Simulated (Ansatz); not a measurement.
**Metal on semiconductor: Si/BeTe/Ca**

Aim: where the metal's Fermi level sits in the semiconductor's gap in Si/BeTe/Ca, and what the stack passes. The semiconductor is Si diamond(111), undoped, with its far face capped by hydrogen, and the metal is Ca fcc(111), with BeTe zinc blende(111) between them (whole bilayers). After relaxation the nearest pair at the metal is Ca–Be at 3.00 Å, at a slant. The common net has a side of 3.868 Å, which strains the semiconductor by +0.0 %, the layer between by -3.4 % and the metal by -0.9 %, against typed lattice constants near PBE's. The first steps treat the bulk crystals alone.

Program: Ansatz 0.2.0. Level of theory: PBE DFT, plane waves, PAW files, in the first sound run; inputs show where later runs differ. Results are calculated unless marked as measured.

Report form: the programs' logs are mostly left out.

## Step 1: Starting point

It takes space group Fd-3m (No. 227, cubic). Conventional cell: a = 5.470 Å, b = 5.470 Å, c = 5.470 Å, α = 90.00°, β = 90.00°, γ = 90.00°. Nearest to Si lie 4 Si at 2.37 Å.

## Step 2: The strained electrode, 6 atoms, electrode Si diamond(111)

The electrode is held to the junction's net and relaxed along the normal; its spacing is used for the ideal lead layers.

input.yaml

```yaml
crystal:
  lattice:
    - [3.868, 0.0, 0.0]
    - [-1.934, 3.3497862618, 0.0]
    - [0.0, 0.0, 9.474102032]
  atoms:
    - { symbol: Si, position: [0.0, 0.0, 0.0] }
    - { symbol: Si, position: [0.0, 0.0, 0.25] }
    - { symbol: Si, position: [0.3333333333, 0.6666666667, 0.3333333333] }
    - { symbol: Si, position: [0.3333333333, 0.6666666667, 0.5833333333] }
    - { symbol: Si, position: [0.6666666667, 0.3333333333, 0.6666666667] }
    - { symbol: Si, position: [0.6666666667, 0.3333333333, 0.9166666667] }
kpoints:
  mp_grid: { grid: [12, 12, 3] }
scf:
  occupations: { method: fermi_dirac, width: 0.1 }
  max_iter: 150
hamiltonian:
  xc: pbe
relax:
  f_tol: 0.01
  max_steps: 40
  cell: { fix: [a, b, angles] }
```

Started as:

```bash
$ ansatz run input.yaml --threads 4 --pin off --max-ram 16384MiB --backend cpu --events-out ev --progress --plain --runs-dir out
```

The job ended after 3.1 s (4 threads of Arm Neoverse V1, shared host; peak memory 0.44 GiB).

Little changed from the start: no atom moved by 0.005 Å and no cell edge by 0.1 %.

This step gave:

```
free energy  : -3814.8612 eV
Fermi energy : 6.322 eV
pressure     : 0.002930 GPa
```

## Step 3: The strained electrode, 3 atoms, electrode Ca fcc(111)

System of this step: Ca. It takes space group R-3m (No. 166, trigonal). The conventional cell has a = 3.868 Å, b = 3.868 Å, c = 9.621 Å, α = 90.00°, β = 90.00°, γ = 120.00°. Nearest to Ca lie 12 Ca at 3.87 to 3.91 Å.

input.yaml, the sections that differ from step 2:

```yaml
crystal:
  lattice:
    - [3.868, 0.0, 0.0]
    - [-1.934, 3.3497862618, 0.0]
    - [0.0, 0.0, 9.6213263507]
  atoms:
    - { symbol: Ca, position: [0.0, 0.0, 0.0] }
    - { symbol: Ca, position: [0.3333333333, 0.6666666667, 0.3333333333] }
    - { symbol: Ca, position: [0.6666666667, 0.3333333333, 0.6666666667] }
# kpoints, scf, hamiltonian, relax: as in step 2
```

Wall time 5.7 s (4 threads); peak memory 0.46 GiB; 22 s of CPU time.

Step by step:

| step | energy less that of the first step (eV) | largest force component (eV/Å) | pressure (GPa) | volume (Å³) |
| --- | --- | --- | --- | --- |
| 1 | 0.0000 | 0.0000 | 0.27 | 124.66 |
| 2 | -0.0003 | 0.0000 | 0.31 | 124.39 |
| 3 | -0.0004 | 0.0000 | 0.35 | 124.07 |
| 4* | -0.0003 | 0.0000 | 0.35 | 124.07 |

Relaxation steps marked * repeat the geometry before them on a plane-wave basis chosen anew for their cell, so energy and pressure can jump there.

Forces are held to the 36 operations that the run works with; a distortion that breaks them can't arise in this run.

| conventional cell, symmetrised | before | after | change |
| --- | --- | --- | --- |
| a (Å) | 3.868 | 3.868 | -0.0 % |
| b (Å) | 3.868 | 3.868 | -0.0 % |
| c (Å) | 9.621 | 9.576 | -0.5 % |
| volume (Å³/atom) | 41.55 | 41.36 | -0.5 % |

Final coordinates:

```cif
data_structure
_symmetry_space_group_name_H-M 'P 1'
_symmetry_Int_Tables_number 1
_cell_length_a 3.8680
_cell_length_b 3.8680
_cell_length_c 9.5758
_cell_angle_alpha 90.000
_cell_angle_beta 90.000
_cell_angle_gamma 120.000
_cell_volume 124.07
loop_
_atom_site_label
_atom_site_type_symbol
_atom_site_fract_x
_atom_site_fract_y
_atom_site_fract_z
_atom_site_occupancy
Ca1 Ca 0.00000 0.00000 0.00000 1
Ca2 Ca 0.33333 0.66667 0.33333 1
Ca3 Ca 0.66667 0.33333 0.66667 1
```

Numbers from this step:

| Item | Value |
| --- | --- |
| free energy | -5450.6409 eV |
| Fermi energy | 5.093 eV |
| pressure | 0.3544 GPa |

## Step 4: Relaxing the interfaces

System of this step: Si/BeTe/Ca. The cell holds 18 atoms: 6 Si, 3 Te, 3 Be, 5 Ca and 1 H. Cell: a = 3.868 Å, b = 3.868 Å, c = 47.638 Å, α = 90.0°, β = 90.0°, γ = 120.0°. Vacuum lies along c.

The bonds at the contact set its dipole, and with it the barrier heights, so the interface is relaxed first in a short slab. The dipole correction removes the field between the unlike outer faces.

input.yaml

```yaml
crystal:
  lattice:
    - [3.868, 0.0, 0.0]
    - [-1.934, 3.3497862618, 0.0]
    - [0.0, 0.0, 47.6380059337]
  atoms:
    - { symbol: Si, position: [0.0, 0.0, 0.1679331417] }
    - { symbol: Si, position: [0.33333333, 0.66666667, 0.1845062221] }
    - { symbol: Si, position: [0.33333333, 0.66666667, 0.2342254633] }
    - { symbol: Si, position: [0.66666667, 0.33333333, 0.2507985437] }
    - { symbol: Si, position: [0.66666667, 0.33333333, 0.3005177849] }
    - { symbol: Si, position: [0.0, 0.0, 0.3170908653] }
    - { symbol: Te, position: [0.0, 0.0, 0.3704096378] }
    - { symbol: Be, position: [0.33333333, 0.66666667, 0.3879613703] }
    - { symbol: Te, position: [0.33333333, 0.66666667, 0.4406165678] }
    - { symbol: Be, position: [0.66666667, 0.33333333, 0.4581683003] }
    - { symbol: Te, position: [0.66666667, 0.33333333, 0.5108234978] }
    - { symbol: Be, position: [0.0, 0.0, 0.5283752303] }
    - { symbol: Ca, position: [0.33333333, 0.66666667, 0.5627769314] }
    - { symbol: Ca, position: [0.66666667, 0.33333333, 0.6300994132] }
    - { symbol: Ca, position: [0.0, 0.0, 0.6974218949] }
    - { symbol: Ca, position: [0.33333333, 0.66666667, 0.7647443766] }
    - { symbol: Ca, position: [0.66666667, 0.33333333, 0.8320668583] }
    - { symbol: H, position: [0.0, 0.0, 0.1364456776] }
kpoints:
  mp_grid: { grid: [8, 8, 1] }
scf:
  occupations: { method: fermi_dirac, width: 0.1 }
  max_iter: 150
hamiltonian:
  xc: pbe
efield:
  axis: 3
  dipole_correction: true
relax:
  f_tol: 0.04
  max_steps: 60
output:
  forces: true
```

It took 67 s on 4 threads; peak memory 1.5 GiB; 4.4 min of CPU time.

The steps of the relaxation:

| step | energy less that of the first step (eV) | largest force component (eV/Å) |
| --- | --- | --- |
| 1 | 0.0000 | 1.3231 |
| 2 | -0.2436 | 0.4241 |
| 3 | -0.2938 | 0.1340 |
| 4 | -0.3030 | 0.0162 |
| 5 | -0.3030 | 0.0162 |
| 6 | -0.3049 | 0.0166 |

Forces are held to the 6 operations that the run works with; a distortion that breaks them can't arise in this run.

The atoms that moved most (Å):

| atom | dx | dy | dz | length |
| --- | --- | --- | --- | --- |
| Ca14 | 0.000 | 0.000 | 0.410 | 0.410 |
| Ca15 | 0.000 | 0.000 | 0.398 | 0.398 |
| Ca16 | 0.000 | 0.000 | 0.394 | 0.394 |
| Ca17 | 0.000 | 0.000 | 0.303 | 0.303 |
| Si6 | 0.000 | 0.000 | -0.265 | 0.265 |
| Ca13 | 0.000 | 0.000 | 0.258 | 0.258 |
| Si5 | 0.000 | 0.000 | -0.171 | 0.171 |
| Te11 | 0.000 | 0.000 | -0.163 | 0.163 |

Numbers from this step:

| Property | Result |
| --- | --- |
| free energy | -34133.7653 eV |
| Fermi energy | 4.156 eV |

The largest force component on a free atom ends at 0.017 eV/Å. At one or more of this run's solves the program warned of density in the dipole ramp over its bound, where dipole, forces and levels can be off.

## Step 5: The contact's transmission, atomic planes in the barrier 2, gap between the electrodes 5.57 Å

This step: PBE DFT, plane waves, PAW files; ballistic transmission by layer matching between semi-infinite leads (Ansatz 0.2.0).

System of this step: Si/BeTe/Ca. The cell holds 24 atoms: 12 Si, 1 Te, 1 Be, 9 Ca and 1 H. Its edges and angles: a = 3.868 Å, b = 3.868 Å, c = 63.255 Å, α = 90.0°, β = 90.0°, γ = 120.0°. Regions: left electrode, 12 atoms (12 Si); barrier, 2 atoms (1 Te and 1 Be); right electrode, 9 atoms (9 Ca). Vacuum lies along c.

The semiconductor is one lead and the metal the other. The lead's open channels mark its band edges against the Fermi level.

input.yaml

```yaml
crystal:
  lattice:
    - [3.868, 0.0, 0.0]
    - [-1.934, 3.3497862618, 0.0]
    - [0.0, 0.0, 63.2545072812]
  atoms:
    - { symbol: Si, position: [0.0, 0.0, 0.1343777758] }
    - { symbol: Si, position: [0.33333333, 0.66666667, 0.1468592343] }
    - { symbol: Si, position: [0.33333333, 0.66666667, 0.1843036095] }
    - { symbol: Si, position: [0.66666667, 0.33333333, 0.1967850679] }
    - { symbol: Si, position: [0.66666667, 0.33333333, 0.2342294432] }
    - { symbol: Si, position: [0.0, 0.0, 0.2467109016] }
    - { symbol: Si, position: [0.0, 0.0, 0.2841552769] }
    - { symbol: Si, position: [0.33333333, 0.66666667, 0.2966367353] }
    - { symbol: Si, position: [0.33333333, 0.66666667, 0.3340811106] }
    - { symbol: Si, position: [0.66666667, 0.33333333, 0.346562569] }
    - { symbol: Si, position: [0.66666667, 0.33333333, 0.3838701022] }
    - { symbol: Si, position: [0.0, 0.0, 0.3948683824] }
    - { symbol: Te, position: [0.0, 0.0, 0.4376625897] }
    - { symbol: Be, position: [0.33333333, 0.66666667, 0.451343812] }
    - { symbol: Ca, position: [0.66666667, 0.33333333, 0.4829496982] }
    - { symbol: Ca, position: [0.0, 0.0, 0.5360511974] }
    - { symbol: Ca, position: [0.33333333, 0.66666667, 0.5865639973] }
    - { symbol: Ca, position: [0.66666667, 0.33333333, 0.6370259893] }
    - { symbol: Ca, position: [0.0, 0.0, 0.6874879813] }
    - { symbol: Ca, position: [0.33333333, 0.66666667, 0.7379499733] }
    - { symbol: Ca, position: [0.66666667, 0.33333333, 0.7884119653] }
    - { symbol: Ca, position: [0.0, 0.0, 0.8388739573] }
    - { symbol: Ca, position: [0.33333333, 0.66666667, 0.8893359493] }
    - { symbol: H, position: [0.0, 0.0, 0.1106640507] }
kpoints:
  mp_grid: { grid: [8, 8, 1] }
scf:
  occupations: { method: fermi_dirac, width: 0.1 }
  max_iter: 150
hamiltonian:
  xc: pbe
efield:
  axis: 3
  dipole_correction: true
output:
  transmission:
    kmesh: [12, 12]
    e_range: [-2.5, 2.5]
    de: 0.05
    leads: [[4, 6], [19, 20]]
  dos: { projected: true, e_range: [-6, 5], de: 0.05 }
  write_potential: true
  write_density: true
  volumetric_format: npy
  elf: true
```

It took 3.4 min on 4 threads; peak memory 2.4 GiB.

Numbers from this step:

```
free energy                                         : -31069.6235 eV
Fermi energy                                        : 4.057 eV
level to which the leads are filled                 : 0 eV from the Fermi level
transmission at the Fermi level (a spin, zone mean) : 0
channels of the lower lead                          : 0
channels of the upper lead                          : 0.9861
potential step in the lower lead                    : 31 meV
potential step in the upper lead                    : 2.4 meV
```

One spin. Table of transmission, zone mean by energy, zero at the Fermi level:

| energy (eV) | transmission, zone mean |
| --- | --- |
| -2.400 | 0.184 |
| -2.200 | 0.205 |
| -2.000 | 0.251 |
| -1.800 | 0.285 |
| -1.600 | 0.313 |
| -1.400 | 0.296 |
| -1.200 | 0.236 |
| -1.000 | 0.151 |
| -0.800 | 0.0433 |
| -0.600 | 0 |
| -0.400 | 0 |
| -0.200 | 0 |
| 0.000 | 0 |
| 0.200 | 0.0117 |
| 0.400 | 0.0520 |
| 0.600 | 0.150 |
| 0.800 | 0.181 |
| 1.000 | 0.346 |
| 1.200 | 0.514 |
| 1.400 | 0.610 |
| 1.500 | 0.662 |
| 1.600 | 0.626 |
| 1.800 | 0.545 |
| 2.000 | 0.513 |
| 2.200 | 0.248 |
| 2.400 | 0.0705 |

One spin. Open channels, zone mean against energy, zero at the Fermi level:

| energy (eV) | lower lead | upper lead |
| --- | --- | --- |
| -2.50 | 1.72 | 0.382 |
| -2.35 | 1.63 | 0.424 |
| -2.25 | 1.55 | 0.424 |
| -2.10 | 1.51 | 0.507 |
| -1.95 | 1.38 | 0.590 |
| -1.80 | 1.34 | 0.590 |
| -1.70 | 1.22 | 0.590 |
| -1.55 | 0.938 | 0.632 |
| -1.40 | 0.771 | 0.757 |
| -1.30 | 0.604 | 0.757 |
| -1.15 | 0.562 | 0.840 |
| -1.00 | 0.354 | 0.833 |
| -0.90 | 0.312 | 0.812 |
| -0.75 | 0.146 | 0.896 |
| -0.60 | 0.146 | 0.896 |
| -0.45 | 0.0208 | 0.833 |
| -0.35 | 0 | 0.833 |
| -0.20 | 0 | 0.625 |
| -0.05 | 0 | 1.03 |
| 0.00 | 0 | 0.986 |
| 0.05 | 0 | 0.903 |
| 0.20 | 0.0417 | 0.778 |
| 0.35 | 0.125 | 0.903 |
| 0.45 | 0.208 | 1.07 |
| 0.60 | 0.333 | 1.26 |
| 0.75 | 0.5 | 0.965 |
| 0.90 | 0.75 | 1.09 |
| 1.00 | 0.833 | 1.30 |
| 1.15 | 1.03 | 1.32 |
| 1.30 | 1.36 | 1.15 |
| 1.40 | 1.36 | 1.07 |
| 1.55 | 1.74 | 1.07 |
| 1.70 | 1.99 | 0.944 |
| 1.80 | 2.11 | 0.903 |
| 1.95 | 2.15 | 0.819 |
| 2.10 | 2.28 | 0.653 |
| 2.25 | 2.03 | 0.632 |
| 2.35 | 1.78 | 0.576 |
| 2.50 | 1.83 | 0.965 |

Projected DOS an atom over height of the atomic layer and energy from the Fermi level. Layers: H Si Si Si Si Si Si Si Si Si Si Si Si Te Be Ca Ca Ca Ca Ca Ca Ca Ca Ca; projections on atoms miss part of the total, and the computed bands can run out at the top of the range; a column is the mean of 2 neighbouring layers, the last of those left over.

Values in states/eV, 22 rows by 12 columns, each cell a mean:
```
0.07 0.17 0.20 0.22 0.21 0.20 0.24 0.09 0.03 0.03 0.03 0.05
0.02 0.08 0.13 0.14 0.14 0.24 0.38 0.18 0.12 0.12 0.11 0.10
0.00 0.01 0.02 0.04 0.10 0.16 0.48 0.16 0.09 0.10 0.09 0.11
0.00 0.00 0.01 0.02 0.09 0.11 0.39 0.25 0.16 0.25 0.28 0.31
0.00 0.00 0.01 0.01 0.01 0.03 0.09 0.12 0.56 0.50 0.47 0.54
0.05 0.10 0.11 0.11 0.09 0.07 0.12 0.19 0.60 0.54 0.56 0.54
0.12 0.20 0.23 0.24 0.22 0.16 0.22 0.48 0.65 0.64 0.66 0.65
0.14 0.27 0.29 0.28 0.25 0.18 0.19 0.42 0.50 0.61 0.57 0.56
0.22 0.50 0.55 0.51 0.40 0.24 0.19 0.24 0.43 0.42 0.44 0.47
0.32 0.71 0.72 0.69 0.71 0.49 0.31 0.13 0.39 0.35 0.31 0.39
0.31 0.77 0.71 0.66 0.70 0.53 0.48 0.12 0.45 0.47 0.51 0.40
0.32 0.69 0.49 0.56 0.62 0.65 0.53 0.06 0.23 0.22 0.21 0.23
0.42 0.94 0.81 0.86 0.76 0.79 0.74 0.09 0.30 0.25 0.25 0.28
0.37 0.66 0.69 0.61 0.67 0.80 0.75 0.06 0.16 0.20 0.21 0.15
0.42 0.58 0.64 0.57 0.61 0.68 0.90 0.05 0.16 0.13 0.12 0.15
0.38 0.46 0.52 0.64 0.65 0.60 0.76 0.07 0.07 0.11 0.11 0.06
0.45 0.46 0.42 0.50 0.44 0.43 0.83 0.06 0.01 0.02 0.02 0.01
0.67 0.50 0.42 0.36 0.33 0.44 0.96 0.07 0.00 0.00 0.00 0.00
0.09 0.11 0.18 0.18 0.26 0.43 1.18 0.12 0.00 0.00 0.00 0.00
0.08 0.10 0.15 0.11 0.14 0.17 0.52 0.07 0.00 0.00 0.00 0.00
0.06 0.10 0.14 0.11 0.13 0.12 0.30 0.06 0.00 0.00 0.00 0.00
0.19 0.19 0.22 0.27 0.23 0.17 0.49 0.11 0.00 0.00 0.00 0.00
```
Columns: height of the atomic layer (Å) from 7.75 to 54.7 (not evenly spaced); rows upwards: energy from the Fermi level (eV) from -6 to 1.

Electrostatic potential energy in the ca plane at fractional y = 1.000, with atoms of Si and Te and Ca and H within 0.2 Å of it. With pseudopotentials it is smooth inside the atoms' cores, unlike the true potential.

Ten even steps from '0' (-39 eV) to '9' (8 eV), each cell a mean:
```
99999999999999999973650003799999999999997300
99999999999999999999974236899999999999998632
99999999999999999999998788999999999999999887
99999999999999999999999988899998888899998889
99999999999999999999999988889998888899988889
99999999999999999999999988899998888899988889
99999999999999999999999888999999888999999888
99999999999999999999987668899999999999998865
99999999999999999997862004899999999999998400
99999999999999999950450002799999999999997200
```
Columns run along c (16.0 Å, from fractional 0.00 to 0.25 of the cell; values clipped at the 3rd and 97th percentile), rows up along a (3.9 Å). Atoms in or near the plane, at fractional coordinates: Si at (0.13, 0.00), Si at (0.25, 0.00), H at (0.11, 0.00).

Valence density in the ca plane at fractional y = 1.000, with atoms of Si and Te and Ca and H within 0.2 Å of it. It is the smooth field of the valence electrons, not physical close to the nuclei.

Values in units of 1e0 e/Å³, 6 rows by 16 columns, each cell a mean:
```
0.3 0.1 0.0 0.1 0.0 0.1 0.3 0.3 0.8 6.5 0.8 0.1 0.0 0.0 0.2 3.4
0.3 0.1 0.1 0.2 0.1 0.1 0.3 0.2 0.2 0.6 0.3 0.1 0.1 0.0 0.1 0.3
0.2 0.1 0.2 0.4 0.2 0.1 0.2 0.1 0.1 0.1 0.1 0.1 0.1 0.1 0.0 0.1
0.2 0.1 0.2 0.4 0.2 0.1 0.2 0.1 0.1 0.2 0.2 0.1 0.1 0.1 0.1 0.1
0.3 0.1 0.1 0.1 0.1 0.1 0.4 0.3 0.3 1.2 0.4 0.1 0.1 0.0 0.1 0.8
0.3 0.1 0.0 0.0 0.0 0.1 0.2 0.3 1.0 9.7 1.2 0.1 0.0 0.0 0.3 4.5
```
Columns run along c (16.0 Å, from fractional 0.29 to 0.54 of the cell), rows up along a (3.9 Å). Atoms in or near the plane, at fractional coordinates: Si at (0.39, 0.00), Te at (0.44, 0.00), Ca at (0.54, 0.00).

ELF in the ca plane at fractional y = 1.000, with atoms of Si and Te and Ca and H within 0.2 Å of it. It is the smooth field of the valence electrons, not physical close to the nuclei.

Values, 6 rows by 16 columns, each cell a mean:
```
0.04 0.10 0.06 0.18 0.53 0.52 0.65 0.25 0.35 0.30 0.16 0.41 0.25 0.66 0.76 0.19
0.22 0.57 0.35 0.25 0.76 0.66 0.36 0.56 0.61 0.35 0.08 0.17 0.37 0.20 0.24 0.31
0.48 0.90 0.65 0.36 0.57 0.39 0.07 0.30 0.39 0.34 0.11 0.08 0.49 0.33 0.29 0.52
0.42 0.85 0.59 0.33 0.64 0.48 0.13 0.43 0.50 0.34 0.09 0.09 0.47 0.22 0.19 0.47
0.14 0.40 0.23 0.22 0.75 0.66 0.47 0.50 0.56 0.34 0.10 0.24 0.33 0.33 0.41 0.25
0.03 0.05 0.04 0.17 0.42 0.50 0.69 0.19 0.28 0.29 0.18 0.46 0.24 0.71 0.80 0.19
```
Columns run along c (16.0 Å, from fractional 0.32 to 0.57 of the cell), rows up along a (3.9 Å). Atoms in or near the plane, at fractional coordinates: Si at (0.39, 0.00), Te at (0.44, 0.00), Ca at (0.54, 0.00).

The semiconductor's channels close between -0.45 and +0.20 eV. In the worse lead the potential repeats within 31 meV, which the program flags as too much for a lead, so the lead is short or a field runs through it. At one or more of this run's solves the program warned of density in the dipole ramp over its bound, where dipole, forces and levels can be off.

(Continued in part 2 of 3.)

[Logs are printed without paths, hosts, clocks, repeated set-up lines and the standing remarks that a program may print on its own settings, such as how far it seeks lower states.]

[Hosts, paths, dates, database ids (printed as entryN), source tags and the programs' standing remarks are cut or masked in the printed files.]
